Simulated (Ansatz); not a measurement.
The system is La2O3.

```
La O
1.0
     6.26678    0.00000    0.00000
    -3.13339    5.42719    0.00000
     0.00000    0.00000    3.29977
La O
2 3
Direct
  0.66667 0.33333 0.50000
  0.33333 0.66667 0.50000
  0.50801 0.00000 0.00000
  0.00000 0.50801 0.00000
  0.49199 0.49199 0.00000
```

The cell comes from a database or a generator and needn't be the stable form of this composition.

```yaml
Program: Ansatz 0.2.0
Task: single point
Functional: PBE
Potentials_or_basis: all-electron LAPW, scalar-relativistic
Cutoff: 258 eV (chosen from the basis error)
Basis_error_allowed: 0.001 eV/atom
k_mesh: 5 × 5 × 8
Occupations: fermi-dirac, width 0.05 eV
Spin: no spin polarisation
```

On this cell: pressure 2.1 GPa; largest force 0.046 eV/Å; band gap on the k mesh 1.53 eV, indirect (least direct gap 2.05 eV).

The same run follows on a disturbed copy (atoms moved at random, drawn with an rms of 0.05 Å):

```
CELL_PARAMETERS angstrom
6.26678 0.00000 0.00000
-3.13339 5.42719 0.00000
0.00000 0.00000 3.29977
ATOMIC_POSITIONS crystal
La 0.66897 0.32898 0.49376
La 0.33951 0.66834 0.49097
O 0.50190 0.00351 0.00723
O 0.99508 0.51806 0.99382
O 0.49547 0.48828 0.01203
```

**Question.** What changes?

**Answer.** The energy moves by +14.5 meV/atom; pressure 2.2 GPa; largest force 0.709 eV/Å; band gap on the k mesh 1.56 eV, indirect (least direct gap 2.08 eV).

Forces in eV/Å, atoms in the order of the input:
```
La  -0.197  0.494  0.144
La  -0.362 -0.209  0.102
O    0.321 -0.474 -0.128
O    0.697 -0.124  0.029
O   -0.460  0.313 -0.147
```

Stress tensor (GPa, compression positive):
```
 2.15 -0.03  0.05
-0.03  3.65  0.09
 0.05  0.09  0.81
```

Caveats: spin-orbit coupling is left out, which moves the levels of the heavy elements; an odd mesh through Γ misses points on the zone boundary, where band edges often lie.
